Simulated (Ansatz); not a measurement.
Born–Oppenheimer molecular dynamics of a periodic cell of 28 atoms, H2C5 (surface C(100)-2x1, underside capped with H). It starts from a relaxed structure.

These are results of DFT PBE, scalar-relativistic, plane waves, PAW (Ansatz 0.2.0), not measurements. Settings: accuracy low, PAW set soft_1, cutoff 420 eV, k mesh 2x2x1, fermi-dirac smearing 0.05 eV, no spin polarisation.

```yaml
ensemble: NVT, Nosé–Hoover chain
time_step: 0.5 fs
steps_asked: 200
set_temperature: 300 K
thermostat: time constant 50 fs, chain length 3
atoms_held: 1 to 16
seed: 620515
```

Frames 1 fs apart, positions in Å, forces in eV/Å.

Velocities at 60.0 fs (Å/ps):

```
H 0.00 0.00 0.00
H 0.00 0.00 0.00
H 0.00 0.00 0.00
H 0.00 0.00 0.00
H 0.00 0.00 0.00
H 0.00 0.00 0.00
H 0.00 0.00 0.00
H 0.00 0.00 0.00
C 0.00 0.00 0.00
C 0.00 0.00 0.00
C 0.00 0.00 0.00
C 0.00 0.00 0.00
C 0.00 0.00 0.00
C 0.00 0.00 0.00
C 0.00 0.00 0.00
C 0.00 0.00 0.00
C 4.03 -4.41 -0.36
C -4.08 0.71 2.03
C -6.91 -5.61 -1.66
C 2.97 5.30 -5.66
C -1.41 -4.54 -1.73
C 1.07 -9.29 -1.19
C 4.51 3.35 -1.66
C -0.47 4.09 -1.92
C 1.12 5.97 -2.05
C 3.28 4.23 8.15
C 1.70 -1.70 -1.64
C 2.81 -11.20 3.66
```

```xyz
28
Lattice="5.0487 0.0000 0.0000 0.0000 5.0487 0.0000 0.0000 0.0000 16.1647" Properties=species:S:1:pos:R:3:forces:R:3 time_fs=60.0 energy_less_start_eV=0.212 T=268
H 2.160 0.000 1.000 -8.97 -0.05 0.08
H 0.365 0.000 1.000 8.96 -0.05 0.10
H 4.684 0.000 1.000 -8.99 -0.06 0.08
H 2.889 0.000 1.000 8.98 -0.05 0.07
H 2.160 2.524 1.000 -8.96 0.06 0.09
H 0.365 2.524 1.000 8.96 0.06 0.07
H 4.684 2.524 1.000 -8.98 0.07 0.06
H 2.889 2.524 1.000 8.97 0.07 0.08
C 1.262 0.000 1.635 0.05 -0.13 1.19
C 3.787 0.000 1.635 -0.03 -0.06 1.14
C 1.262 2.524 1.635 -0.07 0.17 1.10
C 3.787 2.524 1.635 0.07 0.09 1.11
C 1.262 1.262 2.527 0.14 0.16 -2.58
C 3.787 1.262 2.527 0.19 0.09 -2.45
C 1.262 3.787 2.527 0.14 0.05 1.31
C 3.787 3.787 2.527 0.19 0.14 1.16
C 0.021 1.274 3.373 -1.02 -0.62 -1.17
C 2.516 1.282 3.361 0.85 -0.81 -0.67
C -0.002 3.798 3.516 0.20 -0.63 0.63
C 2.546 3.783 3.516 -0.56 0.14 0.69
C -0.003 0.052 4.407 0.42 1.37 -0.76
C 2.538 0.052 4.407 -0.48 1.35 -0.87
C -0.001 2.444 4.388 0.76 -0.23 -0.29
C 2.549 2.460 4.392 -0.30 -0.96 -0.38
C 1.265 0.593 5.056 0.36 -1.22 0.15
C 3.790 0.552 5.069 0.15 0.27 -0.04
C 1.286 1.963 5.073 -0.53 0.62 -0.01
C 3.808 1.943 5.064 -0.52 0.16 0.11
28
Lattice="5.0487 0.0000 0.0000 0.0000 5.0487 0.0000 0.0000 0.0000 16.1647" Properties=species:S:1:pos:R:3:forces:R:3 time_fs=61.0 energy_less_start_eV=0.261 T=240
H 2.160 0.000 1.000 -8.97 -0.05 0.08
H 0.365 0.000 1.000 8.96 -0.05 0.10
H 4.684 0.000 1.000 -8.99 -0.06 0.08
H 2.889 0.000 1.000 8.99 -0.06 0.07
H 2.160 2.524 1.000 -8.96 0.05 0.09
H 0.365 2.524 1.000 8.96 0.06 0.08
H 4.684 2.524 1.000 -8.98 0.08 0.07
H 2.889 2.524 1.000 8.98 0.07 0.08
C 1.262 0.000 1.635 0.04 -0.14 1.17
C 3.787 0.000 1.635 -0.01 -0.04 1.13
C 1.262 2.524 1.635 -0.06 0.17 1.11
C 3.787 2.524 1.635 0.06 0.07 1.10
C 1.262 1.262 2.527 0.15 0.13 -2.60
C 3.787 1.262 2.527 0.17 0.07 -2.42
C 1.262 3.787 2.527 0.11 0.06 1.24
C 3.787 3.787 2.527 0.17 0.13 1.08
C 0.025 1.269 3.372 -1.24 -0.48 -1.11
C 2.512 1.282 3.363 1.11 -0.84 -0.71
C -0.008 3.792 3.514 0.46 -0.45 0.69
C 2.549 3.788 3.510 -0.68 -0.11 0.86
C -0.004 0.048 4.405 0.50 1.55 -0.63
C 2.538 0.043 4.406 -0.43 1.85 -0.70
C 0.004 2.447 4.386 0.51 -0.57 -0.20
C 2.548 2.464 4.390 -0.16 -1.19 -0.28
C 1.266 0.599 5.054 0.34 -1.73 0.09
C 3.793 0.556 5.077 0.01 -0.41 -0.31
C 1.287 1.962 5.071 -0.51 0.97 -0.04
C 3.811 1.932 5.068 -0.53 0.91 -0.11
28
Lattice="5.0487 0.0000 0.0000 0.0000 5.0487 0.0000 0.0000 0.0000 16.1647" Properties=species:S:1:pos:R:3:forces:R:3 time_fs=62.0 energy_less_start_eV=0.325 T=201
H 2.160 0.000 1.000 -8.97 -0.06 0.08
H 0.365 0.000 1.000 8.96 -0.04 0.09
H 4.684 0.000 1.000 -8.99 -0.06 0.07
H 2.889 0.000 1.000 8.99 -0.07 0.07
H 2.160 2.524 1.000 -8.96 0.05 0.09
H 0.365 2.524 1.000 8.96 0.07 0.08
H 4.684 2.524 1.000 -8.98 0.08 0.07
H 2.889 2.524 1.000 8.98 0.06 0.08
C 1.262 0.000 1.635 0.03 -0.14 1.16
C 3.787 0.000 1.635 0.01 -0.02 1.11
C 1.262 2.524 1.635 -0.04 0.17 1.11
C 3.787 2.524 1.635 0.05 0.05 1.10
C 1.262 1.262 2.527 0.17 0.09 -2.63
C 3.787 1.262 2.527 0.15 0.04 -2.41
C 1.262 3.787 2.527 0.07 0.06 1.19
C 3.787 3.787 2.527 0.14 0.11 1.01
C 0.028 1.264 3.370 -1.40 -0.32 -1.02
C 2.509 1.282 3.365 1.31 -0.84 -0.73
C -0.015 3.786 3.513 0.72 -0.24 0.74
C 2.551 3.793 3.506 -0.79 -0.36 0.99
C -0.005 0.045 4.402 0.56 1.67 -0.51
C 2.539 0.036 4.404 -0.37 2.28 -0.54
C 0.009 2.450 4.384 0.23 -0.89 -0.12
C 2.547 2.467 4.387 -0.03 -1.38 -0.18
C 1.268 0.603 5.053 0.30 -2.12 0.04
C 3.796 0.560 5.085 -0.12 -1.08 -0.55
C 1.288 1.961 5.070 -0.47 1.22 -0.06
C 3.813 1.922 5.072 -0.51 1.66 -0.32
28
Lattice="5.0487 0.0000 0.0000 0.0000 5.0487 0.0000 0.0000 0.0000 16.1647" Properties=species:S:1:pos:R:3:forces:R:3 time_fs=63.0 energy_less_start_eV=0.390 T=161
H 2.160 0.000 1.000 -8.96 -0.06 0.08
H 0.365 0.000 1.000 8.96 -0.04 0.09
H 4.684 0.000 1.000 -9.00 -0.06 0.07
H 2.889 0.000 1.000 8.98 -0.08 0.08
H 2.160 2.524 1.000 -8.96 0.04 0.09
H 0.365 2.524 1.000 8.96 0.07 0.08
H 4.684 2.524 1.000 -8.98 0.09 0.07
H 2.889 2.524 1.000 8.98 0.06 0.07
C 1.262 0.000 1.635 0.02 -0.15 1.14
C 3.787 0.000 1.635 0.03 -0.01 1.10
C 1.262 2.524 1.635 -0.02 0.17 1.11
C 3.787 2.524 1.635 0.03 0.04 1.09
C 1.262 1.262 2.527 0.19 0.04 -2.67
C 3.787 1.262 2.527 0.14 0.01 -2.43
C 1.262 3.787 2.527 0.03 0.06 1.14
C 3.787 3.787 2.527 0.11 0.09 0.94
C 0.029 1.259 3.367 -1.50 -0.14 -0.90
C 2.507 1.281 3.365 1.46 -0.82 -0.73
C -0.021 3.779 3.513 0.95 -0.01 0.76
C 2.553 3.798 3.502 -0.87 -0.60 1.08
C -0.005 0.044 4.399 0.60 1.72 -0.38
C 2.539 0.030 4.401 -0.31 2.61 -0.38
C 0.014 2.452 4.382 -0.05 -1.16 -0.04
C 2.547 2.468 4.385 0.08 -1.50 -0.09
C 1.269 0.605 5.051 0.25 -2.37 -0.01
C 3.800 0.564 5.093 -0.23 -1.69 -0.77
C 1.289 1.962 5.068 -0.41 1.34 -0.09
C 3.815 1.913 5.075 -0.48 2.34 -0.51
28
Lattice="5.0487 0.0000 0.0000 0.0000 5.0487 0.0000 0.0000 0.0000 16.1647" Properties=species:S:1:pos:R:3:forces:R:3 time_fs=64.0 energy_less_start_eV=0.442 T=129
H 2.160 0.000 1.000 -8.96 -0.07 0.08
H 0.365 0.000 1.000 8.96 -0.04 0.09
H 4.684 0.000 1.000 -9.00 -0.05 0.07
H 2.889 0.000 1.000 8.98 -0.09 0.08
H 2.160 2.524 1.000 -8.96 0.04 0.09
H 0.365 2.524 1.000 8.96 0.07 0.08
H 4.684 2.524 1.000 -8.98 0.09 0.07
H 2.889 2.524 1.000 8.98 0.06 0.07
C 1.262 0.000 1.635 0.01 -0.16 1.12
C 3.787 0.000 1.635 0.05 -0.01 1.08
C 1.262 2.524 1.635 -0.01 0.18 1.11
C 3.787 2.524 1.635 0.02 0.04 1.09
C 1.262 1.262 2.527 0.20 0.00 -2.72
C 3.787 1.262 2.527 0.12 -0.03 -2.46
C 1.262 3.787 2.527 0.00 0.05 1.10
C 3.787 3.787 2.527 0.08 0.07 0.90
C 0.029 1.254 3.364 -1.53 0.04 -0.76
C 2.507 1.279 3.365 1.53 -0.76 -0.71
C -0.026 3.773 3.514 1.15 0.22 0.75
C 2.554 3.803 3.498 -0.93 -0.81 1.14
C -0.005 0.044 4.396 0.61 1.68 -0.27
C 2.539 0.027 4.398 -0.24 2.83 -0.24
C 0.020 2.453 4.380 -0.32 -1.37 0.03
C 2.546 2.469 4.382 0.18 -1.56 -0.01
C 1.271 0.606 5.049 0.18 -2.43 -0.04
C 3.803 0.565 5.100 -0.32 -2.14 -0.95
C 1.290 1.963 5.066 -0.34 1.30 -0.11
C 3.816 1.905 5.078 -0.44 2.86 -0.67
28
Lattice="5.0487 0.0000 0.0000 0.0000 5.0487 0.0000 0.0000 0.0000 16.1647" Properties=species:S:1:pos:R:3:forces:R:3 time_fs=65.0 energy_less_start_eV=0.468 T=114
H 2.160 0.000 1.000 -8.96 -0.08 0.08
H 0.365 0.000 1.000 8.96 -0.03 0.09
H 4.684 0.000 1.000 -9.00 -0.05 0.07
H 2.889 0.000 1.000 8.98 -0.10 0.08
H 2.160 2.524 1.000 -8.97 0.04 0.08
H 0.365 2.524 1.000 8.96 0.07 0.08
H 4.684 2.524 1.000 -8.98 0.09 0.07
H 2.889 2.524 1.000 8.99 0.05 0.07
C 1.262 0.000 1.635 0.01 -0.17 1.10
C 3.787 0.000 1.635 0.07 -0.01 1.06
C 1.262 2.524 1.635 0.01 0.18 1.11
C 3.787 2.524 1.635 0.00 0.04 1.08
C 1.262 1.262 2.527 0.22 -0.05 -2.78
C 3.787 1.262 2.527 0.11 -0.07 -2.52
C 1.262 3.787 2.527 -0.04 0.04 1.07
C 3.787 3.787 2.527 0.05 0.04 0.88
C 0.029 1.248 3.360 -1.50 0.21 -0.61
C 2.507 1.277 3.365 1.54 -0.69 -0.68
C -0.030 3.767 3.514 1.32 0.46 0.70
C 2.554 3.807 3.496 -0.95 -1.00 1.17
C -0.004 0.045 4.392 0.61 1.56 -0.16
C 2.539 0.026 4.395 -0.16 2.93 -0.12
C 0.025 2.453 4.378 -0.59 -1.51 0.08
C 2.545 2.468 4.380 0.26 -1.54 0.06
C 1.274 0.604 5.047 0.11 -2.31 -0.05
C 3.806 0.566 5.106 -0.39 -2.39 -1.09
C 1.290 1.965 5.064 -0.27 1.11 -0.13
C 3.817 1.900 5.081 -0.39 3.17 -0.79
28
Lattice="5.0487 0.0000 0.0000 0.0000 5.0487 0.0000 0.0000 0.0000 16.1647" Properties=species:S:1:pos:R:3:forces:R:3 time_fs=66.0 energy_less_start_eV=0.463 T=118
H 2.160 0.000 1.000 -8.96 -0.08 0.08
H 0.365 0.000 1.000 8.97 -0.03 0.09
H 4.684 0.000 1.000 -9.00 -0.05 0.06
H 2.889 0.000 1.000 8.98 -0.10 0.08
H 2.160 2.524 1.000 -8.97 0.03 0.08
H 0.365 2.524 1.000 8.96 0.07 0.09
H 4.684 2.524 1.000 -8.98 0.09 0.08
H 2.889 2.524 1.000 8.99 0.05 0.07
C 1.262 0.000 1.635 0.00 -0.18 1.08
C 3.787 0.000 1.635 0.09 -0.02 1.04
C 1.262 2.524 1.635 0.03 0.18 1.11
C 3.787 2.524 1.635 -0.01 0.04 1.08
C 1.262 1.262 2.527 0.23 -0.10 -2.84
C 3.787 1.262 2.527 0.10 -0.11 -2.60
C 1.262 3.787 2.527 -0.06 0.02 1.05
C 3.787 3.787 2.527 0.02 0.01 0.87
C 0.026 1.243 3.356 -1.40 0.39 -0.45
C 2.509 1.274 3.364 1.47 -0.59 -0.64
C -0.034 3.760 3.516 1.45 0.68 0.63
C 2.554 3.810 3.495 -0.94 -1.14 1.15
C -0.004 0.048 4.389 0.58 1.37 -0.06
C 2.539 0.027 4.392 -0.08 2.89 -0.03
C 0.030 2.452 4.376 -0.83 -1.56 0.12
C 2.545 2.466 4.377 0.32 -1.45 0.11
C 1.276 0.601 5.045 0.03 -2.01 -0.06
C 3.808 0.564 5.112 -0.45 -2.38 -1.19
C 1.290 1.969 5.062 -0.19 0.78 -0.13
C 3.818 1.898 5.082 -0.35 3.21 -0.87
28
Lattice="5.0487 0.0000 0.0000 0.0000 5.0487 0.0000 0.0000 0.0000 16.1647" Properties=species:S:1:pos:R:3:forces:R:3 time_fs=67.0 energy_less_start_eV=0.429 T=141
H 2.160 0.000 1.000 -8.96 -0.09 0.08
H 0.365 0.000 1.000 8.97 -0.03 0.08
H 4.684 0.000 1.000 -9.00 -0.04 0.06
H 2.889 0.000 1.000 8.97 -0.11 0.08
H 2.160 2.524 1.000 -8.97 0.03 0.08
H 0.365 2.524 1.000 8.96 0.07 0.09
H 4.684 2.524 1.000 -8.98 0.09 0.08
H 2.889 2.524 1.000 8.99 0.04 0.07
C 1.262 0.000 1.635 -0.01 -0.19 1.06
C 3.787 0.000 1.635 0.11 -0.04 1.02
C 1.262 2.524 1.635 0.04 0.18 1.11
C 3.787 2.524 1.635 -0.03 0.05 1.07
C 1.262 1.262 2.527 0.24 -0.15 -2.90
C 3.787 1.262 2.527 0.09 -0.16 -2.69
C 1.262 3.787 2.527 -0.09 0.00 1.05
C 3.787 3.787 2.527 -0.01 -0.02 0.88
C 0.023 1.238 3.351 -1.23 0.55 -0.29
C 2.512 1.271 3.362 1.34 -0.47 -0.59
C -0.036 3.755 3.518 1.54 0.89 0.53
C 2.552 3.812 3.495 -0.89 -1.24 1.11
C -0.002 0.051 4.385 0.53 1.11 0.03
C 2.538 0.030 4.389 0.01 2.71 0.03
C 0.034 2.450 4.374 -1.04 -1.52 0.15
C 2.545 2.463 4.375 0.37 -1.30 0.16
C 1.278 0.596 5.043 -0.06 -1.59 -0.04
C 3.811 0.560 5.116 -0.48 -2.12 -1.26
C 1.289 1.973 5.060 -0.11 0.35 -0.13
C 3.819 1.898 5.084 -0.30 3.00 -0.92
```

Of the whole run (100 fs, mean temperature of the second half 211 K): The conserved energy stayed within 0.051 meV per atom of its start (net change 0.05 meV per atom), so the integration is sound. The mean temperature of the second half is 30 % below the set value. A run of 0.1 ps of so small a system gives no equilibrium averages. Limits of this set-up: coarse k mesh, thin slab, slab without dipole correction, low accuracy level.

The run took 11 min on 1 thread of Arm Neoverse V1, with other jobs on the host, peak memory 0.59 GiB.
